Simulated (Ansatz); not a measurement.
# C (P6_3/mmc): convergence test of the plane-wave cutoff, by script

Aim: a convergence test of the plane-wave cutoff, for C (P6_3/mmc), run from a script.

A COD entry behind a cell of this session may itself be a prediction, so a difference from it is no test against experiment.

Program: Ansatz 0.2.0, driven from Python. Level of theory: DFT LDA, plane waves, PAW. These are calculated values, not measurements.

### 1 The system

It takes space group P6_3/mmc (No. 194, hexagonal). The conventional cell has a = 2.522 Å, b = 2.522 Å, c = 4.119 Å, α = 90.00°, β = 90.00°, γ = 120.00°. C (site symmetry 3m) has 4 C at 1.54 Å as nearest neighbours.

No structure file is read: the coordinates are typed or built in the script.

### 2 Script

ecut_c.py

```python
"""Cutoff test for C."""

import logging
import sys

import ansatz as az
import matplotlib.pyplot as plt
from pymatgen.core import Lattice, Structure
from pymatgen.io.ase import AseAtomsAdaptor

logging.basicConfig(stream=sys.stdout, format="%(levelname)s:%(name)s:%(message)s")
logger = logging.getLogger("c")
logger.setLevel(logging.INFO)


def main() -> None:
    pmg_structure = Structure(
        Lattice([(2.5221, 0.0, 0.0), (-1.26105, 2.184203, 0.0), (0.0, 0.0, 4.1186)]),
        ["C", "C", "C", "C"],
        [
            (1 / 3, 2 / 3, 0.0625),
            (2 / 3, 1 / 3, 0.5625),
            (1 / 3, 2 / 3, 0.4375),
            (2 / 3, 1 / 3, 0.9375),
        ],
    )
    cell = az.Crystal.from_ase(AseAtomsAdaptor.get_atoms(pmg_structure))

    setup = cell.calculation()
    setup = setup.occupations("Gaussian", width=0.15).eigensolver("davidson")
    setup = setup.scf(tolerance=1e-06)
    setup = setup.functional("lda").kpoints(8, 8, 5, center="gamma")

    rows = []
    for value in [250, 350, 450, 550, 650]:
        data = setup.basis(value).run(threads=1, backend="cpu").report
        rows.append((value, data["free_energy_ev"] / len(data["lattice"]["sites"]), data["n_iterations"], data["n_pw"]))

    logger.info(" cutoff (eV)   F/atom (eV)    iterations   plane waves")
    for row in rows:
        logger.info(f"{str(row[0]):>12s}  {row[1]:12.5f}  {row[2]:12d}  {row[3]:12d}")

    # differences from the last row
    for row in rows[:-1]:
        shift = 1000 * (row[1] - rows[-1][1])
        logger.info(f"{row[0]}: {shift:+.2f} meV/atom" + ("  (within 2 meV)" if abs(shift) < 2 else ""))
    plt.figure(figsize=(4.5, 3))
    plt.plot([str(row[0]) for row in rows], [1000 * (row[1] - rows[-1][1]) for row in rows], "o-")
    plt.xlabel("cutoff (eV)")
    plt.ylabel("F - F(last) (meV/atom)")
    plt.tight_layout()
    plt.savefig("ecut.png", dpi=100)


if __name__ == "__main__":
    main()
```

### 3 Launch

The run is started by

```
> python ecut_c.py
```

Standard output:

```text
DeckWarning: basis.ecutwfc = 250 eV is below the records' recommended 420 eV, and the density's cutoff is lower with it unless basis.ecutrho_ratio is high enough to keep the records' density cutoff: compare with a run at a higher cutoff
DeckWarning: basis.ecutwfc = 350 eV is below the records' recommended 420 eV, and the density's cutoff is lower with it unless basis.ecutrho_ratio is high enough to keep the records' density cutoff: compare with a run at a higher cutoff
INFO:c: cutoff (eV)   F/atom (eV)    iterations   plane waves
INFO:c:         250    -242.50335             6           197
INFO:c:         350    -242.92334             6           325
INFO:c:         450    -242.95900             6           525
INFO:c:         550    -242.96027             6           663
INFO:c:         650    -242.96064             6           845
INFO:c:250: +457.29 meV/atom
INFO:c:350: +37.30 meV/atom
INFO:c:450: +1.64 meV/atom  (within 2 meV)
INFO:c:550: +0.37 meV/atom  (within 2 meV)
```

(Warnings from the package without file and line.)

Run time: 3.5 s. Hardware: 1 thread of Arm Neoverse V2, shared host; peak memory 0.39 GiB.

Lines on the test bed's own set-up are left out of the output.

### 4 What each run gave

One row for each of the 5 runs:

```csv
run,cutoff (eV),energy from run 5 (meV/atom),SCF cycles,CPU time (s)
1,250,457.29,6,0.24
2,350,37.30,6,0.28
3,450,1.64,6,0.35
4,550,0.37,6,0.46
5,650,0.00,6,0.51
```

### 5 Summary of results

| quantity | value |
| --- | --- |
| runs compared | 5 |
| last run but one, from the last | +0.37 meV/atom |
| within 5 meV/atom of the last run from | 450 |

**Reading.** Runs 1, 2: each has a cutoff under the recommended one, so what rests on them isn't a property of the system. From 450 eV on it stays within 2 meV an atom of the value at 650 eV; the first row (250 eV) is off by 457.3 meV and the last but one by 0.37 meV. The energy falls steadily, as expected when plane waves are added. Shifts are counted from the last row, which is itself no proven limit.
